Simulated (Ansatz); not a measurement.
Crystal: Cd.

```
Cd
1.0
    -1.78432    1.78432    1.78432
     1.78432   -1.78432    1.78432
     1.78432    1.78432   -1.78432
Cd
1
Direct
  0.00000 0.00000 0.00000
```

This isn't the form of Cd at room conditions, which is hcp.

| Quantity | Value |
| --- | --- |
| Program | Ansatz 0.2.0 |
| Task | relaxation of cell and atoms |
| Functional | PBE |
| Dispersion | D4 |
| Potentials or basis | Ansatz PAW |
| Cutoff | 420 eV (not typed: the program's choice for these potentials) |
| k mesh | 10 × 10 × 10 |
| Occupations | fermi-dirac, width 0.05 eV |
| Spin | no spin polarisation |

At the start: volume 22.72 Å³/atom.

Q: How do energy, volume and symmetry change on relaxing?

A: It ends after 4 steps and the volume is 21.91 Å³/atom (-3.6 %); space group Im-3m (No. 229, to 0.05 Å).

Step by step:
| step | energy change (eV) | largest force (eV/Å) | volume (Å³) |
| --- | --- | --- | --- |
| 1 | 0.0000 | 0.0000 | 22.72 |
| 2 | -0.0037 | 0.0000 | 22.08 |
| 3 | -0.0039 | 0.0000 | 21.91 |
| 4 | -0.0036 | 0.0000 | 21.91 |

Final structure:
```
CELL_PARAMETERS angstrom
-1.76277 1.76277 1.76277
1.76277 -1.76277 1.76277
1.76277 1.76277 -1.76277
ATOMIC_POSITIONS crystal
Cd 0.00000 0.00000 0.00000
```

Caveat: the plane-wave basis is chosen anew once the cell has moved, so the energies of steps on either side of that aren't comparable; pairwise dispersion overbinds metals, which lowers pressure and volume.
